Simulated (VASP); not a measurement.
W:

```xyz
1
Lattice="-1.5825 1.5825 1.5825 1.5825 -1.5825 1.5825 1.5825 1.5825 -1.5825" Properties=species:S:1:pos:R:3 pbc="T T T"
W     0.0000    0.0000    0.0000
```

Base run:

* Program: VASP 6.6.1
* Functional: PBE
* Potentials or basis: VASP PAW PBE potentials, release 64 (W_sv)
* Cutoff: 520 eV
* k mesh: 36 × 36 × 36
* Occupations: fermi-dirac, width 0.1 eV
* Spin: no spin polarisation

Its results: band gap on the k mesh none (metal or under the smearing width); pressure 6.2 GPa.

The run is repeated on the same cell with these changes: functional from PBE to LDA; potentials or basis from VASP PAW PBE potentials, release 64 (W_sv) to VASP PAW LDA potentials, release 64 (W_sv). What comes out?

Band gap on the k mesh none (metal or under the smearing width); pressure -7.2 GPa.
